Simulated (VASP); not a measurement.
# Sn (Fd-3m) in VASP: electric field gradients with r2SCAN

Aim: the electric field gradients of Sn with r2SCAN.

All numbers are computed with VASP 6.6.1; they aren't measurements. Logs are shortened: lines on timing, memory, paths and dates and some standing lists are left out, and cuts for length are marked.

### 1 The crystal as given

The structure is cubic, space group Fd-3m (No. 227). The conventional cell has a = 6.467 Å, b = 6.467 Å, c = 6.467 Å, α = 90.00°, β = 90.00°, γ = 90.00°. Sn (site symmetry -43m) is surrounded by 4 Sn at 2.80 Å.

This isn't the form of Sn at room conditions, which is tetragonal (white tin).

### 2 Electric field gradients, r2SCAN

File INCAR:

```
PREC     = Accurate       # precision mode
ENCUT    = 520            # plane-wave cutoff, eV
EDIFF    = 1E-7           # SCF threshold, eV
ISMEAR   = -1             # smearing method
SIGMA    = 0.05           # smearing width, eV
LREAL    = False          # projectors in reciprocal space
LASPH    = True           # aspherical terms in the spheres
NELM     = 100            # most SCF steps
ALGO     = Normal         # electronic algorithm
ISIF     = 2              # what is computed and relaxed
LWAVE    = False          # write WAVECAR
LCHARG   = False          # write CHGCAR
METAGGA  = R2SCAN         # meta-GGA
LMIXTAU  = True         
LEFG     = True
```

File KPOINTS:

```
regular mesh
0
Gamma
  9 9 9
```

File POSCAR:

```
Sn
1.0
    0.0000000000      3.2333428000      3.2333428000
    3.2333428000      0.0000000000      3.2333428000
    3.2333428000      3.2333428000      0.0000000000
Sn
2
Direct
    0.0000000000      0.0000000000      0.0000000000
    0.2500000000      0.2500000000      0.2500000000
```

Potentials or basis: VASP PAW PBE potentials, release 64 (Sn_d).

Run with:

```sh
> cat potpaw_PBE.64/Sn_d/POTCAR > POTCAR
> mpirun -np 1 vasp_std > vasp.out
```

OUTCAR:

```text
PREC = Accurate
   ENCUT = 520
   EDIFF = 1E-7
   ISMEAR = -1
   LREAL = False
   LASPH = True
   NELM = 100
   ISIF = 2
   METAGGA = R2SCAN

 ion  position               nearest neighbor table
   1  0.000  0.000  0.000-   2 2.80   2 2.80   2 2.80   2 2.80
   2  0.250  0.250  0.250-   1 2.80   1 2.80   1 2.80   1 2.80

  LATTYP: Found a face centered cubic cell.
 ALAT       =     6.4666856000

  Lattice vectors:

 A1 = (   0.0000000000,   3.2333428000,   3.2333428000)
 A2 = (   3.2333428000,   0.0000000000,   3.2333428000)
 A3 = (   3.2333428000,   3.2333428000,   0.0000000000)

Analysis of symmetry for initial positions (statically):
=====================================================================
 Subroutine PRICEL returns:
 Original cell was already a primitive cell.

 Routine SETGRP: Setting up the symmetry group for a
 face centered cubic supercell.

 Subroutine GETGRP returns: Found 48 space group operations
 (whereof 24 operations were pure point group operations)
 out of a pool of 48 trial point group operations.

The static configuration has the point symmetry T_d .
 The point group associated with its full space group is O_h .

Analysis of symmetry for dynamics (positions and initial velocities):
=====================================================================
 Subroutine PRICEL returns:
 Original cell was already a primitive cell.

 Routine SETGRP: Setting up the symmetry group for a
 face centered cubic supercell.

 Subroutine GETGRP returns: Found 48 space group operations
 (whereof 24 operations were pure point group operations)
 out of a pool of 48 trial point group operations.

The dynamic configuration has the point symmetry T_d .
 The point group associated with its full space group is O_h .

 Subroutine INISYM returns: Found 48 space group operations
 (whereof 24 operations are pure point group operations),
 and found     1 'primitive' translations

----------------------------------------------------------------------------------------

                                     Primitive cell

  volume of cell :      67.6060

  direct lattice vectors                    reciprocal lattice vectors
     0.000000000  3.233342800  3.233342800    -0.154638723  0.154638723  0.154638723
     3.233342800  0.000000000  3.233342800     0.154638723 -0.154638723  0.154638723
     3.233342800  3.233342800  0.000000000     0.154638723  0.154638723 -0.154638723

  length of vectors
     4.572637240  4.572637240  4.572637240     0.267842124  0.267842124  0.267842124

  position of ions in fractional coordinates (direct lattice)
     0.000000000  0.000000000  0.000000000
     0.250000000  0.250000000  0.250000000

  ion indices of the primitive-cell ions
   primitive index   ion index
                 1           1
                 2           2

----------------------------------------------------------------------------------------

 KPOINTS: regular mesh

Automatic generation of k-mesh.
 Grid dimensions read from file:
 generate k-points for:    9    9    9

 Generating k-lattice:

  Cartesian coordinates                     Fractional coordinates (reciprocal lattice)
    -0.017182080  0.017182080  0.017182080     0.111111111  0.000000000  0.000000000
     0.017182080 -0.017182080  0.017182080     0.000000000  0.111111111  0.000000000
     0.017182080  0.017182080 -0.017182080     0.000000000  0.000000000  0.111111111

  Length of vectors
     0.029760236  0.029760236  0.029760236

  Shift w.r.t. Gamma in fractional coordinates (k-lattice)
     0.000000000  0.000000000  0.000000000

 Subroutine IBZKPT returns following result:
 ===========================================

 Found     35 irreducible k-points:

 Following reciprocal coordinates:
            Coordinates               Weight
  0.000000  0.000000  0.000000      1.000000
  0.111111  0.000000  0.000000      8.000000
  0.222222  0.000000  0.000000      8.000000
  0.333333  0.000000  0.000000      8.000000
  0.444444  0.000000  0.000000      8.000000
  0.111111  0.111111  0.000000      6.000000
[... 16 lines left out ...]
 -0.333333  0.333333  0.000000     12.000000
  0.444444  0.444444  0.000000      6.000000
 [... further k-points ...]
   k-points           NKPTS =     35   k-points in BZ     NKDIM =     35   number of bands    NBANDS=     18
   number of dos      NEDOS =    301   number of ions     NIONS =      2
   total plane-waves  NPLWV =  46656
   dimension x,y,z NGX =    36 NGY =   36 NGZ =   36
   dimension x,y,z NGXF=    72 NGYF=   72 NGZF=   72
   ions per type =               2
   NGX,Y,Z   is equivalent  to a cutoff of  13.09, 13.09, 13.09 a.u.
   NGXF,Y,Z  is equivalent  to a cutoff of  26.18, 26.18, 26.18 a.u.
 SYSTEM =  unknown system
   PREC   = accura    normal or accurate (medium, high low for compatibility)
   ISTART =      0    job   : 0-new  1-cont  2-samecut
   ICHARG =      2    charge: 1-file 2-atom 10-const
   ISPIN  =      1    spin polarized calculation?
   LNONCOLLINEAR =      F non collinear calculations
   LSORBIT =      F    spin-orbit coupling
   LASPH  =      T    aspherical Exc in radial PAW
   ENCUT  =  520.0 eV  38.22 Ry    6.18 a.u.   8.50  8.50  8.50*2*pi/ulx,y,z
   NELM   =    100;   NELMIN=  2; NELMDL= -5     # of ELM steps
   EDIFF  = 0.1E-06   stopping-criterion for ELM
   LREAL  =      F    real-space projection
   EDIFFG = 0.1E-05   stopping-criterion for IOM
   NSW    =      0    number of steps for IOM
   IBRION =     -1    ionic relax: 0-MD 1-quasi-New 2-CG
   NFREE  =      0    steps in history (QN), initial steepest desc. (CG)
   ISIF   =      2    stress and relaxation
   ISYM   =      2    0-nonsym 1-usesym 2-fastsym
   POTIM  = 0.5000    time-step for ionic-motion
   TEBEG  =    0.0;   TEEND  =   0.0 temperature during run
   PSTRESS=    0.0 pullay stress
   NELECT =      28.0000    total number of electrons
   NUPDOWN=      -1.0000    fix difference up-down
   EMIN   =  10.00;   EMAX   =-10.00  energy-range for DOS
   EFERMI =   0.00;   METHOD = LEGACY
   ISMEAR =    -1;   SIGMA  =   0.05  broadening in eV -4-tet -1-fermi 0-gaus
   EFERMI_NEDOS =   21; number of points for ismear=-14 and -15
   IALGO  =     38    algorithm
   IMIX   =      4    mixing-type and parameters
     AMIX     =   0.40;   BMIX     =  1.00
     AMIX_MAG =   1.60;   BMIX_MAG =  1.00
  volume/ion in A,a.u.               =      33.80       228.11
  Fermi-wavevector in a.u.,A,eV,Ry     =   1.220298  2.306028 20.260793  1.489126
  Thomas-Fermi vector in A             =   2.355520
   LORBIT       =      0    0 simple, 1 ext, 2 COOP (PROOUT), +10 PAW based schemes
   METAGGA = R2SCAN    functional components
   LHFCALC =     F    Hartree Fock is set to
   AEXX    =    0.0000 exact exchange contribution
   IVDW    =     0    specifies the selected vdW correction
   LEPSILON=     F    determine dielectric tensor
   LRPA    =     F    only Hartree local field effects (RPA)
 non-spin polarized calculation
  energy-cutoff  :      520.00
  volume of cell :       67.61
 maximum number of plane-waves:      1853
 NGX is ok and might be reduce to    36
   NGX = 17   NGY = 17   NGZ = 17

 number of electron      28.0000008 magnetization

 Free energy of the ion-electron system (eV)
  ---------------------------------------------------
  ext. energy  EPLUGINS =         0.00000000
  ---------------------------------------------------
  free energy    TOTEN  =       -49.47035231 eV

  energy without entropy =      -49.46978860  energy(sigma->0) =      -49.47007046

 E-fermi :   5.7191     XC(G=0):  -9.6427

 val. band max:        5.7002853841   @ k =   0.0000   0.0000   0.0000
 cond. band min:       5.8799685532   @ k =   0.4444   0.0000   0.0000
 fundamental gap:      0.1796831691
 Fermi energy:         5.7190569843

 k-point     1 :       0.0000    0.0000    0.0000
  band No.  band energies     occupation
      1     -16.7310      2.00000
      2     -16.7310      2.00000
      3     -16.7310      2.00000
      4     -16.6627      2.00000
      5     -16.6627      2.00000
      6     -16.3295      2.00000
[... 10 lines left out ...]
     17       7.9165      0.00000
     18       7.9165      0.00000

 k-point     2 :       0.1111    0.0000    0.0000
  band No.  band energies     occupation
      1     -16.7407      2.00000
      2     -16.7407      2.00000
      3     -16.7278      2.00000
      4     -16.6489      2.00000
      5     -16.6489      2.00000
      6     -16.3457      2.00000
[... 10 lines left out ...]
     17       8.2383      0.00000
     18       8.5613      0.00000

 k-point     3 :       0.2222    0.0000    0.0000
  band No.  band energies     occupation
      1     -16.7558      2.00000
      2     -16.7558      2.00000
      3     -16.7197      2.00000
      4     -16.6245      2.00000
      5     -16.6245      2.00000
      6     -16.3662      2.00000
[... 10 lines left out ...]
     17       8.7798      0.00000
     18      10.1274      0.00000

 k-point     4 :       0.3333    0.0000    0.0000
  band No.  band energies     occupation
      1     -16.7658      2.00000
      2     -16.7658      2.00000
      3     -16.7101      2.00000
      4     -16.6057      2.00000
      5     -16.6057      2.00000
      6     -16.3796      2.00000
[... 375 lines left out ...]
      4     -16.5504      2.00000
      5     -16.5189      2.00000
      6     -16.4786      2.00000
[... 10 lines left out ...]
     17      11.5944      0.00000
     18      12.0466      0.00000

 k-point    23 :      -0.3333    0.3333    0.0000
  band No.  band energies     occupation
      1     -16.8128      2.00000
      2     -16.7872      2.00000
      3     -16.6397      2.00000
      4     -16.5265      2.00000
      5     -16.5154      2.00000
      6     -16.4972      2.00000
[... 10 lines left out ...]
     17      11.1416      0.00000
     18      11.2386      0.00000

 k-point    24 :       0.4444    0.4444    0.0000
  band No.  band energies     occupation
      1     -16.7854      2.00000
      2     -16.7854      2.00000
      3     -16.6706      2.00000
      4     -16.6059      2.00000
      5     -16.5139      2.00000
      6     -16.4524      2.00000
[... 10 lines left out ...]
     17      13.5945      0.00000
     18      13.5945      0.00000

 [... further k-points ...]

------------------------ aborting loop because EDIFF is reached ----------------------------------------

  FORCE on cell =-STRESS in cart. coord.  units (eV):
  Direction    XX          YY          ZZ          XY          YZ          ZX
  --------------------------------------------------------------------------------------
  -------------------------------------------------------------------------------------
  Total        0.9080266      0.9080266      0.9080266      0.0000000      0.0000000      0.0000000
  in kB       21.5190905     21.5190905     21.5190905      0.0000000      0.0000000      0.0000000
  external PRESSURE =      21.5190905 kB  Pullay stress =       0.0000000 kB

 VOLUME and BASIS-vectors are now :
 -----------------------------------------------------------------------------
  energy-cutoff  :      520.00
  volume of cell :       67.61
      direct lattice vectors                 reciprocal lattice vectors
     0.000000000  3.233342800  3.233342800    -0.154638723  0.154638723  0.154638723
     3.233342800  0.000000000  3.233342800     0.154638723 -0.154638723  0.154638723
     3.233342800  3.233342800  0.000000000     0.154638723  0.154638723 -0.154638723

 POSITION                                       TOTAL-FORCE (eV/Angst)
 -----------------------------------------------------------------------------------
      0.00000      0.00000      0.00000        -0.000000      0.000000     -0.000000
      1.61667      1.61667      1.61667         0.000000     -0.000000      0.000000
 -----------------------------------------------------------------------------------
    total drift:                                0.000000      0.000000      0.000000

  FREE ENERGIE OF THE ION-ELECTRON SYSTEM (eV)
  ---------------------------------------------------
  free  energy   TOTEN  =       -49.4703523110 eV

  energy  without entropy=      -49.4697886038  energy(sigma->0) =      -49.47007046

 Electric field gradients (V/A^2)
---------------------------------------------------------------------
 ion       V_xx      V_yy      V_zz      V_xy      V_xz      V_yz
---------------------------------------------------------------------
   1      -0.000     0.000     0.000    -0.000    -0.000    -0.000
   2       0.000     0.000     0.000    -0.000    -0.000    -0.000
---------------------------------------------------------------------

 Electric field gradients after diagonalization (V/A^2)
 (convention: |V_zz| > |V_xx| > |V_yy|)
----------------------------------------------------------------------
 ion       V_xx      V_yy      V_zz     asymmetry (V_yy - V_xx)/ V_zz
----------------------------------------------------------------------
   1       0.000     0.000    -0.001       0.000
   2       0.000     0.000    -0.001       0.000
----------------------------------------------------------------------

           NMR quadrupolar parameters

 Cq : quadrupolar parameter    Cq=e*Q*V_zz/h
 eta: asymmetry parameters     (V_yy - V_xx)/ V_zz
 Q  : nuclear electric quadrupole moment in mb (millibarn)
----------------------------------------------------------------------
 ion       Cq(MHz)       eta       Q (mb)
----------------------------------------------------------------------
   1      -0.000       0.000       1.000
   2      -0.000       0.000       1.000
----------------------------------------------------------------------
```

Wall time 80 s (1 thread of Intel Xeon 6975P-C (Granite Rapids), shared host); peak memory 0.23 GiB.

Results:

* Free energy: -49.4704 eV
* Pressure: 2.2 GPa
* Band gap on the k mesh: none (metal or under the smearing width)

Levels at points of the mesh, in eV from the Fermi level:
```csv
k point,band 11,band 12,band 13,band 14,band 15,band 16,band 17,band 18
"(0.00, 0.00, 0.00)",-11.23,-0.30,-0.02,-0.02,-0.02,2.20,2.20,2.20
```

Electric field gradients, principal values (V/Å²):
| atom | Vxx | Vyy | Vzz |
| --- | --- | --- | --- |
| 1 Sn | 0.000 | 0.000 | -0.001 |
| 2 Sn | 0.000 | 0.000 | -0.001 |

Caveat: the PAW data sets were made with another functional, which shifts forces and pressure a little.
